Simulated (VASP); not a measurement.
# SnO2 (Cassiterite) (P4_2/mnm) in VASP: further runs

Runs on SnO2 (Cassiterite). Level: PBE+D4. Tasks: single point, relaxation of cell and atoms.

Everything below comes from runs of VASP 6.6.1. Logs are shortened: lines on timing, memory, paths and dates and some standing lists are left out, and cuts for length are marked.

### 1 Starting point

It takes space group P4_2/mnm (No. 136, tetragonal). Conventional cell: a = 4.788 Å, b = 4.788 Å, c = 3.229 Å, α = 90.00°, β = 90.00°, γ = 90.00°. Around Sn (site symmetry mmm) lie 6 O at 2.07 to 2.08 Å. Around O (site symmetry m2m) lie 3 Sn at 2.07 to 2.08 Å.

### 2 Single point, PBE+D4

Contents of INCAR:

```
PREC = Accurate
ENCUT = 520
EDIFF = 1E-7
ISMEAR = 0
SIGMA = 0.01
LREAL = False
LASPH = True
NELM = 100
ALGO = Normal
ISIF = 2
LWAVE = False
LCHARG = False
GGA = PE
IVDW = 13
NBANDS = 35
```

Contents of KPOINTS:

```
Automatic mesh
0
Gamma
  4 4 5
```

Contents of POSCAR:

```
SnO2
1.0
    4.7880843033      0.0000000000      0.0000000000
    0.0000000000      4.7880843033      0.0000000000
    0.0000000000      0.0000000000      3.2285523146
Sn O
2 4
Direct
    0.0000000000      0.0000000000      0.0000000000
    0.5000000000      0.5000000000      0.5000000000
    0.3061681703      0.3061681703      0.0000000000
    0.1938318297      0.8061681703      0.5000000000
    0.6938318297      0.6938318297      0.0000000000
    0.8061681703      0.1938318297      0.5000000000
```

Potentials or basis: VASP PAW PBE potentials, release 64 (Sn_d, O).

The run is started by

```bash
cat potpaw_PBE.64/Sn_d/POTCAR potpaw_PBE.64/O/POTCAR > POTCAR
mpirun -np 1 vasp_std > vasp.out
```

OUTCAR:

```text
PREC = Accurate
   ENCUT = 520
   EDIFF = 1E-7
   ISMEAR = 0
   LREAL = False
   LASPH = True
   NELM = 100
   ISIF = 2
   GGA = PE
   IVDW = 13

 ion  position               nearest neighbor table
   1  0.000  0.000  0.000-   3 2.07   5 2.07   4 2.08   6 2.08   4 2.08   6 2.08   2 3.75   2 3.75
                             2 3.75   2 3.75   2 3.75   2 3.75   2 3.75   2 3.75
   2  0.500  0.500  0.500-   4 2.07   6 2.07   5 2.08   3 2.08   3 2.08   5 2.08   1 3.75   1 3.75
                             1 3.75   1 3.75   1 3.75   1 3.75   1 3.75   1 3.75
   3  0.306  0.306  0.000-   1 2.07   2 2.08   2 2.08
   4  0.194  0.806  0.500-   2 2.07   1 2.08   1 2.08
   5  0.694  0.694  0.000-   1 2.07   2 2.08   2 2.08
   6  0.806  0.194  0.500-   2 2.07   1 2.08   1 2.08

  LATTYP: Found a simple tetragonal cell.
 ALAT       =     4.7880843033
 C/A-ratio  =     0.6742889452

  Lattice vectors:

 A1 = (   4.7880843033,   0.0000000000,   0.0000000000)
 A2 = (   0.0000000000,   4.7880843033,   0.0000000000)
 A3 = (   0.0000000000,   0.0000000000,   3.2285523146)

Analysis of symmetry for initial positions (statically):
=====================================================================
 Subroutine PRICEL returns:
 Original cell was already a primitive cell.

 Routine SETGRP: Setting up the symmetry group for a
 simple tetragonal supercell.

 Subroutine GETGRP returns: Found 16 space group operations
 (whereof  8 operations were pure point group operations)
 out of a pool of 16 trial point group operations.

The static configuration has the point symmetry D_2h.
 The point group associated with its full space group is D_4h.

Analysis of symmetry for dynamics (positions and initial velocities):
=====================================================================
 Subroutine PRICEL returns:
 Original cell was already a primitive cell.

 Routine SETGRP: Setting up the symmetry group for a
 simple tetragonal supercell.

 Subroutine GETGRP returns: Found 16 space group operations
 (whereof  8 operations were pure point group operations)
 out of a pool of 16 trial point group operations.

The dynamic configuration has the point symmetry D_2h.
 The point group associated with its full space group is D_4h.

 Subroutine INISYM returns: Found 16 space group operations
 (whereof  8 operations are pure point group operations),
 and found     1 'primitive' translations

----------------------------------------------------------------------------------------
[... 99 lines left out ...]
   NFREE  =      0    steps in history (QN), initial steepest desc. (CG)
   ISIF   =      2    stress and relaxation
   ISYM   =      2    0-nonsym 1-usesym 2-fastsym
   POTIM  = 0.5000    time-step for ionic-motion
   TEBEG  =    0.0;   TEEND  =   0.0 temperature during run
   PSTRESS=    0.0 pullay stress
   NELECT =      52.0000    total number of electrons
   NUPDOWN=      -1.0000    fix difference up-down
   EMIN   =  10.00;   EMAX   =-10.00  energy-range for DOS
   EFERMI =   0.00;   METHOD = LEGACY
   ISMEAR =     0;   SIGMA  =   0.01  broadening in eV -4-tet -1-fermi 0-gaus
   EFERMI_NEDOS =   21; number of points for ismear=-14 and -15
   IALGO  =     38    algorithm
   IMIX   =      4    mixing-type and parameters
     AMIX     =   0.40;   BMIX     =  1.00
     AMIX_MAG =   1.60;   BMIX_MAG =  1.00
  volume/ion in A,a.u.               =      12.34        83.25
  Fermi-wavevector in a.u.,A,eV,Ry     =   1.455343  2.750200 28.817471  2.118024
  Thomas-Fermi vector in A             =   2.572389
   LORBIT       =      0    0 simple, 1 ext, 2 COOP (PROOUT), +10 PAW based schemes
   GGA     = PE    functional components
   LHFCALC =     F    Hartree Fock is set to
   AEXX    =    0.0000 exact exchange contribution
   IVDW    =    13    specifies the selected vdW correction
   LEPSILON=     F    determine dielectric tensor
   LRPA    =     F    only Hartree local field effects (RPA)
 non-spin polarized calculation
 Gauss-broadening in eV      SIGMA  =   0.01
  energy-cutoff  :      520.00
  volume of cell :       74.02
 maximum number of plane-waves:      2036
 NGX is ok and might be reduce to    36
   NGX = 17   NGY = 17   NGZ = 13

 number of electron      52.0000009 magnetization

 Free energy of the ion-electron system (eV)
  ---------------------------------------------------
  ext. energy  EPLUGINS =         0.00000000
  ---------------------------------------------------
  free energy    TOTEN  =       -37.28590464 eV

  energy without entropy =      -37.28590464  energy(sigma->0) =      -37.28590464

 E-fermi :   5.8389     XC(G=0): -11.0800

 val. band max:        5.7541661229   @ k =   0.0000   0.0000   0.0000
 cond. band min:       6.6065430799   @ k =   0.0000   0.0000   0.0000
 fundamental gap:      0.8523769571
 Fermi energy:         5.8389422221

 k-point     1 :       0.0000    0.0000    0.0000
  band No.  band energies     occupation
      1     -15.3065      2.00000
      2     -14.5875      2.00000
      3     -14.3848      2.00000
      4     -14.3575      2.00000
      5     -14.3575      2.00000
      6     -14.2957      2.00000
[... 673 lines left out ...]
     34      16.4804      0.00000
     35      18.6939      0.00000

------------------------ aborting loop because EDIFF is reached ----------------------------------------

  DFT-D4 for vdW energy calculation

  Edisp (eV):   -1.56705

  FORCE on cell =-STRESS in cart. coord.  units (eV):
  Direction    XX          YY          ZZ          XY          YZ          ZX
  --------------------------------------------------------------------------------------
  -------------------------------------------------------------------------------------
  Total       0.24468     0.24468     0.38094    -0.00000     0.00000     0.00000
  in kB       5.29630     5.29630     8.24590    -0.00000     0.00000     0.00000
  external pressure =        6.28 kB  Pullay stress =        0.00 kB

 VOLUME and BASIS-vectors are now :
 -----------------------------------------------------------------------------
  energy-cutoff  :      520.00
  volume of cell :       74.02
      direct lattice vectors                 reciprocal lattice vectors
     4.788084303  0.000000000  0.000000000     0.208851795  0.000000000  0.000000000
     0.000000000  4.788084303  0.000000000     0.000000000  0.208851795  0.000000000
     0.000000000  0.000000000  3.228552315     0.000000000  0.000000000  0.309736347

 POSITION                                       TOTAL-FORCE (eV/Angst)
 -----------------------------------------------------------------------------------
      0.00000      0.00000      0.00000        -0.000000      0.000000      0.000000
      2.39404      2.39404      1.61428        -0.000000      0.000000      0.000000
      1.46596      1.46596      0.00000        -0.010286     -0.010286     -0.000000
      0.92808      3.86000      1.61428         0.010286     -0.010286      0.000000
      3.32213      3.32213      0.00000         0.010286      0.010286      0.000000
      3.86000      0.92808      1.61428        -0.010286      0.010286      0.000000
 -----------------------------------------------------------------------------------
    total drift:                                0.000000     -0.000000      0.000000

  FREE ENERGIE OF THE ION-ELECTRON SYSTEM (eV)
  ---------------------------------------------------
  free  energy   TOTEN  =       -38.8529504097 eV

  energy  without entropy=      -38.8529504097  energy(sigma->0) =      -38.85295041
```

OSZICAR:

```text
N       E                     dE             d eps       ncg     rms          rms(c)
DAV:   1     0.621853801011E+03    0.62185E+03   -0.25341E+04  1419   0.232E+03
DAV:   2     0.544550026862E+02   -0.56740E+03   -0.53757E+03  1348   0.607E+02
DAV:   3    -0.385579617077E+02   -0.93013E+02   -0.91455E+02  1366   0.204E+02
DAV:   4    -0.433379265530E+02   -0.47800E+01   -0.47459E+01  1590   0.495E+01
DAV:   5    -0.434636933310E+02   -0.12577E+00   -0.12549E+00  1578   0.852E+00    0.158E+01
DAV:   6    -0.372076272978E+02    0.62561E+01   -0.17710E+01  1977   0.636E+01    0.611E+00
DAV:   7    -0.373158546440E+02   -0.10823E+00   -0.20064E+00  1400   0.787E+00    0.319E+00
DAV:   8    -0.372925171746E+02    0.23337E-01   -0.17583E-01  1871   0.392E+00    0.741E-01
DAV:   9    -0.372850698017E+02    0.74474E-02   -0.34011E-02  2048   0.283E+00    0.128E-01
DAV:  10    -0.372858090265E+02   -0.73922E-03   -0.39047E-03  1571   0.512E-01    0.490E-02
DAV:  11    -0.372859063676E+02   -0.97341E-04   -0.18649E-04  1752   0.106E-01    0.170E-02
DAV:  12    -0.372859066642E+02   -0.29660E-06   -0.10921E-05  1886   0.228E-02    0.107E-02
DAV:  13    -0.372859043784E+02    0.22858E-05   -0.61989E-06  1786   0.371E-02    0.190E-03
DAV:  14    -0.372859045224E+02   -0.14407E-06   -0.53244E-07  1406   0.501E-03    0.140E-03
DAV:  15    -0.372859046240E+02   -0.10156E-06   -0.24902E-08   825   0.139E-03    0.315E-04
DAV:  16    -0.372859046417E+02   -0.17658E-07   -0.93840E-09   759   0.799E-04
   1 F= -.38852950E+02 E0= -.38852950E+02  d E =-.432163E-35
```

It took 19 s on 1 thread of Intel Xeon 6975P-C (Granite Rapids), shared host; peak memory 0.19 GiB.

Results:

| Property | Result |
| --- | --- |
| Free energy | -38.8530 eV |
| Pressure | 0.6 GPa |
| Largest force | 0.015 eV/Å |
| Band gap on the k mesh | 0.85 eV, direct |
| Dispersion energy per atom | -0.261 eV |

Forces on the atoms (eV/Å):
```
Sn   0.000  0.000  0.000
Sn   0.000  0.000  0.000
O   -0.010 -0.010  0.000
O    0.010 -0.010  0.000
O    0.010  0.010  0.000
O   -0.010  0.010  0.000
```

Caveat: spin-orbit coupling is left out, which moves the levels of the heavy elements. PBE gaps usually lie below the measured ones, often by a third to a half.

### 3 Relaxation of cell and atoms, PBE+D4

This run uses another cell than the first one, of 11.92 Å³/atom, 0.966 times its volume.

Contents of INCAR:

```
  ALGO = Fast
  EDIFF = 1E-6
  EDIFFG = -0.05
  ENCUT = 600
  GGA = PE
  IBRION = 2
  ISIF = 3
  ISMEAR = 0
  IVDW = 13
  LASPH = True
  LCHARG = False
  LREAL = False
  LWAVE = False
  NELM = 100
  NSW = 80
  PREC = Accurate
  SIGMA = 0.01
```

Contents of KPOINTS:

```
k-points
0
Gamma
  4 4 5
```

Contents of POSCAR:

```
SnO2
1.0
    4.7380000000      0.0000000000      0.0000000000
    0.0000000000      4.7380000000      0.0000000000
    0.0000000000      0.0000000000      3.1865000000
Sn O
2 4
Direct
    0.0000000000      0.0000000000      0.0000000000
    0.5000000000      0.5000000000      0.5000000000
    0.3071000000      0.3071000000      0.0000000000
    0.1929000000      0.8071000000      0.5000000000
    0.6929000000      0.6929000000      0.0000000000
    0.8071000000      0.1929000000      0.5000000000
```

Potentials or basis: VASP PAW PBE potentials, release 64 (Sn_d, O).

The run is started by

```bash
cat potpaw_PBE.64/Sn_d/POTCAR potpaw_PBE.64/O/POTCAR > POTCAR
mpirun -np 1 vasp_std > vasp.out
```

OUTCAR:

```text
EDIFF = 1E-6
   EDIFFG = -0.05
   ENCUT = 600
   GGA = PE
   IBRION = 2
   ISIF = 3
   ISMEAR = 0
   IVDW = 13
   LASPH = True
   LREAL = False
   NELM = 100
   NSW = 80
   PREC = Accurate

 ion  position               nearest neighbor table
   1  0.000  0.000  0.000-   4 2.05   6 2.05   4 2.05   6 2.05   5 2.06   3 2.06   2 3.71   2 3.71
                             2 3.71   2 3.71   2 3.71   2 3.71   2 3.71   2 3.71
   2  0.500  0.500  0.500-   3 2.05   5 2.05   3 2.05   5 2.05   4 2.06   6 2.06   1 3.71   1 3.71
                             1 3.71   1 3.71   1 3.71   1 3.71   1 3.71   1 3.71
   3  0.307  0.307  0.000-   2 2.05   2 2.05   1 2.06
   4  0.193  0.807  0.500-   1 2.05   1 2.05   2 2.06
   5  0.693  0.693  0.000-   2 2.05   2 2.05   1 2.06
   6  0.807  0.193  0.500-   1 2.05   1 2.05   2 2.06

  LATTYP: Found a simple tetragonal cell.
 ALAT       =     4.7380000000
 C/A-ratio  =     0.6725411566

  Lattice vectors:

 A1 = (   4.7380000000,   0.0000000000,   0.0000000000)
 A2 = (   0.0000000000,   4.7380000000,   0.0000000000)
 A3 = (   0.0000000000,   0.0000000000,   3.1865000000)

Analysis of symmetry for initial positions (statically):
=====================================================================
 Subroutine PRICEL returns:
 Original cell was already a primitive cell.

 Routine SETGRP: Setting up the symmetry group for a
 simple tetragonal supercell.

 Subroutine GETGRP returns: Found 16 space group operations
 (whereof  8 operations were pure point group operations)
 out of a pool of 16 trial point group operations.

The static configuration has the point symmetry D_2h.
 The point group associated with its full space group is D_4h.

Analysis of symmetry for dynamics (positions and initial velocities):
=====================================================================
 Subroutine PRICEL returns:
 Original cell was already a primitive cell.

 Routine SETGRP: Setting up the symmetry group for a
 simple tetragonal supercell.

 Subroutine GETGRP returns: Found 16 space group operations
 (whereof  8 operations were pure point group operations)
 out of a pool of 16 trial point group operations.

The dynamic configuration has the point symmetry D_2h.
 The point group associated with its full space group is D_4h.

[... 101 lines left out ...]
   EDIFFG = -.5E-01   stopping-criterion for IOM
   NSW    =     80    number of steps for IOM
   IBRION =      2    ionic relax: 0-MD 1-quasi-New 2-CG
   NFREE  =      1    steps in history (QN), initial steepest desc. (CG)
   ISIF   =      3    stress and relaxation
   ISYM   =      2    0-nonsym 1-usesym 2-fastsym
   POTIM  = 0.5000    time-step for ionic-motion
   TEBEG  =    0.0;   TEEND  =   0.0 temperature during run
   PSTRESS=    0.0 pullay stress
   NELECT =      52.0000    total number of electrons
   NUPDOWN=      -1.0000    fix difference up-down
   EMIN   =  10.00;   EMAX   =-10.00  energy-range for DOS
   EFERMI =   0.00;   METHOD = LEGACY
   ISMEAR =     0;   SIGMA  =   0.01  broadening in eV -4-tet -1-fermi 0-gaus
   EFERMI_NEDOS =   21; number of points for ismear=-14 and -15
   IALGO  =     68    algorithm
   IMIX   =      4    mixing-type and parameters
     AMIX     =   0.40;   BMIX     =  1.00
     AMIX_MAG =   1.60;   BMIX_MAG =  1.00
  volume/ion in A,a.u.               =      11.92        80.45
  Fermi-wavevector in a.u.,A,eV,Ry     =   1.472000  2.781677 29.480903  2.166785
  Thomas-Fermi vector in A             =   2.587068
   LORBIT       =      0    0 simple, 1 ext, 2 COOP (PROOUT), +10 PAW based schemes
   GGA     = PE    functional components
   LHFCALC =     F    Hartree Fock is set to
   AEXX    =    0.0000 exact exchange contribution
   IVDW    =    13    specifies the selected vdW correction
   LEPSILON=     F    determine dielectric tensor
   LRPA    =     F    only Hartree local field effects (RPA)
 conjugate gradient relaxation of ions
 non-spin polarized calculation
 RMM-DIIS sequential band-by-band and
 Gauss-broadening in eV      SIGMA  =   0.01
  energy-cutoff  :      600.00
  volume of cell :       71.53
 maximum number of plane-waves:      2409
 NGX is ok and might be reduce to    40
   NGX = 19   NGY = 19   NGZ = 13

--------------------------------------- Ionic step        1  -------------------------------------------

 number of electron      52.0000000 magnetization

 Free energy of the ion-electron system (eV)
  ---------------------------------------------------
  ext. energy  EPLUGINS =         0.00000000
  ---------------------------------------------------
  free energy    TOTEN  =       -37.16705566 eV

  energy without entropy =      -37.16705566  energy(sigma->0) =      -37.16705566

------------------------ aborting loop because EDIFF is reached ----------------------------------------

  DFT-D4 for vdW energy calculation

  Edisp (eV):   -1.62121
[... 79 lines left out ...]
--------------------------------------- Ionic step        3  -------------------------------------------

 number of electron      52.0000004 magnetization

 Free energy of the ion-electron system (eV)
  ---------------------------------------------------
  ext. energy  EPLUGINS =         0.00000000
  ---------------------------------------------------
  free energy    TOTEN  =       -37.29339319 eV

  energy without entropy =      -37.29339319  energy(sigma->0) =      -37.29339319

 E-fermi :   5.8176     XC(G=0): -11.0689

 val. band max:        5.7268554287   @ k =   0.0000   0.0000   0.0000
 cond. band min:       6.5446961462   @ k =   0.0000   0.0000   0.0000
 fundamental gap:      0.8178407175
 Fermi energy:         5.8176492330

 k-point     1 :       0.0000    0.0000    0.0000
  band No.  band energies     occupation
      1     -15.3288      2.00000
      2     -14.6114      2.00000
      3     -14.4178      2.00000
      4     -14.3902      2.00000
      5     -14.3902      2.00000
      6     -14.3321      2.00000
[... 638 lines left out ...]
  FREE ENERGIE OF THE ION-ELECTRON SYSTEM (eV)
  ---------------------------------------------------
  free  energy   TOTEN  =       -38.8568550130 eV

  energy  without entropy=      -38.8568550130  energy(sigma->0) =      -38.85685501

 reached required accuracy - stopping structural energy minimisation
```

OSZICAR:

```text
N       E                     dE             d eps       ncg     rms          rms(c)
DAV:   1     0.718787184078E+03    0.71879E+03   -0.28398E+04  1189   0.287E+03
DAV:   2     0.713347348917E+02   -0.64745E+03   -0.62610E+03  1249   0.745E+02
[... 35 lines left out ...]
RMM:   6    -0.372934771331E+02   -0.42759E-04   -0.34436E-03  1488   0.475E-01    0.785E-02
RMM:   7    -0.372933681432E+02    0.10899E-03   -0.10595E-03  1329   0.306E-01    0.181E-02
RMM:   8    -0.372933866886E+02   -0.18545E-04   -0.28744E-04  1391   0.170E-01    0.174E-02
RMM:   9    -0.372933915829E+02   -0.48943E-05   -0.12403E-04  1547   0.917E-02    0.662E-03
RMM:  10    -0.372933928330E+02   -0.12501E-05   -0.16104E-05  1150   0.294E-02    0.442E-03
RMM:  11    -0.372933931919E+02   -0.35883E-06   -0.21126E-06   698   0.135E-02
   3 F= -.38856855E+02 E0= -.38856855E+02  d E =-.685926E-01
```

CONTCAR:

```text
SnO2
   1.00000000000000
     4.7878657734166801    0.0000000000000000    0.0000000000000000
     0.0000000000000000    4.7878657734166801    0.0000000000000000
     0.0000000000000000    0.0000000000000000    3.2363965716155172
  Sn              O
     2     4
Direct
     0.0000000000000000    0.0000000000000000    0.0000000000000000
     0.5000000000000000    0.5000000000000000    0.5000000000000000
     0.3061560879935898    0.3061560879935898    0.0000000000000000
     0.1938439120064102    0.8061560879935898    0.5000000000000000
     0.6938439120064102    0.6938439120064102    0.0000000000000000
     0.8061560879935898    0.1938439120064102    0.5000000000000000

  0.00000000E+00  0.00000000E+00  0.00000000E+00
  0.00000000E+00  0.00000000E+00  0.00000000E+00
  0.00000000E+00  0.00000000E+00  0.00000000E+00
  0.00000000E+00  0.00000000E+00  0.00000000E+00
  0.00000000E+00  0.00000000E+00  0.00000000E+00
  0.00000000E+00  0.00000000E+00  0.00000000E+00
```

Wall time 65 s (1 thread of Intel Xeon 6975P-C (Granite Rapids), shared host); peak memory 0.22 GiB.

What came out:

* Free energy: -38.8569 eV
* Relaxed volume: 12.37 Å³/atom
* Relaxed cell: a = 4.788 Å, b = 4.788 Å, c = 3.236 Å, α = 90.00°, β = 90.00°, γ = 90.00°
* Space group after relaxing (to 0.05 Å): P4_2/mnm (No. 136)
* Energy gained by relaxing: 11.4 meV/atom
* Ionic steps: 3
* Pressure after relaxing: -0.1 GPa
* Band gap on the k mesh: 0.82 eV, direct
* Dispersion energy per atom: -0.261 eV

Forces on the atoms (eV/Å):
```
Sn   0.000  0.000  0.000
Sn   0.000  0.000  0.000
O    0.002  0.002  0.000
O   -0.002  0.002  0.000
O   -0.002 -0.002  0.000
O    0.002 -0.002  0.000
```

The path:
```
step  energy change (eV)  largest force (eV/Å)  pressure (GPa)  volume (Å³)
   1              0.0000                0.2970            7.97        71.53
   2              0.0443                0.2948           -8.56        77.85
   3             -0.0686                0.0026           -0.07        74.19
```

Final structure:
```
Sn O
1.0
     4.78787    0.00000    0.00000
     0.00000    4.78787    0.00000
     0.00000    0.00000    3.23640
Sn O
2 4
Direct
  0.00000 0.00000 0.00000
  0.50000 0.50000 0.50000
  0.30616 0.30616 0.00000
  0.19384 0.80616 0.50000
  0.69384 0.69384 0.00000
  0.80616 0.19384 0.50000
```

Caveat: spin-orbit coupling is left out, which moves the levels of the heavy elements; the relaxation stopped at a loose force limit of 0.05 eV/Å, so its end isn't a converged minimum. Zero-point motion and thermal expansion aren't in these numbers.
